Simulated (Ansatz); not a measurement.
The calculation used DFT PBE, scalar-relativistic, plane waves, PAW in Ansatz 0.2.0. All cells share a 420 eV cutoff and Γ-centred k meshes spaced at most about 0.3 Å⁻¹ (2π included). No spin polarisation in the final relaxations.

Temperature and zero-point effects are left out.

Two forms of SnSe were relaxed alike.

A.

```yaml
crystal:
  lattice:
    - [5.10970, 0.00000, 0.00000]
    - [-2.55485, 4.42513, 0.00000]
    - [0.00000, 0.00000, 6.16833]
  atoms:
    - { symbol: Sn, position: [0.66667, 0.33333, 0.45572] }
    - { symbol: Sn, position: [0.33333, 0.66667, 0.95572] }
    - { symbol: Se, position: [0.66667, 0.33333, 0.92014] }
    - { symbol: Se, position: [0.33333, 0.66667, 0.42014] }
```

B.

```yaml
crystal:
  lattice:
    - [0.00000, 3.38881, 3.38881]
    - [3.38881, 0.00000, 3.38881]
    - [3.38881, 3.38881, 0.00000]
  atoms:
    - { symbol: Sn, position: [0.00000, 0.00000, 0.00000] }
    - { symbol: Se, position: [0.75000, 0.75000, 0.75000] }
```

Task: Which is lower in energy, and by how much?

Result: A is lower, by 135 meV/atom. A has space group P6_3mc (No. 186), 34.9 Å³/atom and a gap of 0.74 eV on its mesh; B has the zinc blende type, space group F-43m (No. 216), 38.9 Å³/atom and a gap of 0.11 eV. Counting Se atoms around Sn (those within 1.25 times the shortest such distance or 1.15 times the sum of covalent radii, 1.27 where that leaves under three; a plus sign parts nearer from farther groups), A has Sn 4+1 and B has Sn 4. The denser one is the lower, and pressure would at first widen the difference. In A, around Sn lie 4 Se at 2.86–2.96 Å and 1 Se at 3.30 Å; Se has 4 Sn at 2.86–2.96 Å and 1 Sn at 3.30 Å. In B, Sn is surrounded by 4 Se at 2.93 Å; around Se lie 4 Sn at 2.93 Å. Both come from invented guesses. A third cell relaxed alike, in Pnma (a cell as deposited in COD), lies 102 meV/atom below the lower of the two.

Kohn–Sham gaps at this level usually fall short of measured ones. Cells relaxed within their symmetry can be saddle points.

Neither of the two guessed forms competes with the Pnma cell, which lies 102 meV/atom below A, in keeping with the layered orthorhombic structure known for SnSe under ambient conditions. The zinc blende type suits compounds with an octet per formula unit, whereas Sn(II) brings an additional 5s pair. At B's tetrahedral site, symmetry forbids on-site mixing of Sn s and p at the zone centre, so the pair can't become a directed lone pair there. The polar site in A permits that mixing, and Sn sits almost in the plane of three Se atoms, with a fourth at bonding distance on one side and a weak contact at 3.30 Å on the other. The 135 meV/atom advantage of A probably reflects both this electronic freedom and the closer packing, though the total energies don't separate the two. The wider gap of A fits the same picture but doesn't prove it. With no rocksalt-type cell in the comparison, A can't be taken as the next form above Pnma.
